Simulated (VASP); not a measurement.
Set up this calculation in VASP 6.6.1, as the native input.

| Item | Value |
| --- | --- |
| Task | single point |
| Functional | PBEsol |
| Potentials or basis | VASP PAW PBE potentials, release 64 (Mo_sv, S) |
| Cutoff | 520 eV |
| k mesh | 5 × 5 × 4 |
| Occupations | gaussian, width 0.05 eV |
| Spin | collinear spin, antiferromagnetic start |
| Starting moments | [1.0, -1.0, 0.0, 0.0, 0.0, 0.0] μB |
| Hubbard terms | Mo d U = 2 eV |
| Supercell matrix | [0, 1, 1, 1, 0, 1, 1, 1, 0] |
| Further INCAR settings | ALGO = Normal; EDIFF = 1e-06 |

The structure of MoS2 lies in POSCAR:

```
MoS2
1.0
    3.1448932800      1.9297820300      4.4393295900
    3.1448932800     -1.9297820300      4.4393295900
    6.2959850400      0.0000000000      0.0000000000
Mo S
2 4
Direct
    0.0000000000      0.0000000000      0.0000000000
    0.5000000000      0.5000000000      0.5000000000
    0.1444500000      0.1444500000      0.5434500000
    0.6444500000      0.6444500000      0.0434500000
    0.3555500000      0.3555500000      0.9565500000
    0.8555500000      0.8555500000      0.4565500000
```

The cell comes from a database or a generator and needn't be the stable form of this composition.

These files were run (other wordings do the same):

INCAR

```
ALGO = Normal
EDIFF = 1E-6
ENCUT = 520
GGA = PS
ISIF = 2
ISMEAR = 0
ISPIN = 2
LASPH = True
LCHARG = True
LDAU = True
LDAUJ = 0 0
LDAUL = 2 -1
LDAUPRINT = 1
LDAUTYPE = 2
LDAUU = 2 0
LELF = True
LMAXMIX = 4
LORBIT = 11
LREAL = False
LVHAR = True
LWAVE = False
MAGMOM = 1 -1 0 0 0 0
NELM = 100
PREC = Accurate
SIGMA = 0.05
```

KPOINTS

```
k-points
0
Gamma
  5 5 4
```

Potentials or basis: VASP PAW PBE potentials, release 64 (Mo_sv, S).

Run with:

```bash
$ cat potpaw_PBE.64/Mo_sv/POTCAR potpaw_PBE.64/S/POTCAR > POTCAR
$ mpirun -np 1 vasp_std > vasp.out
```

It gave:

```
Pressure                                              : -1.5 GPa
Largest force                                         : 1.471 eV/Å
Band gap on the k mesh                                : none (metal or under the smearing width)
Net moment                                            : 0.00 μB per cell
Site moments                                          : Mo +1.87, -1.87; S -0.03, +0.03 μB
Valence electrons inside the program's atomic spheres : Mo 12.19; S 3.66
```

Caveat: the PAW data sets were made with another functional, which shifts forces and pressure a little.

It took 12 min on 1 thread of AMD EPYC 7R43 64-Core Processor (Zen 3) (shared host), peak memory 0.44 GiB.
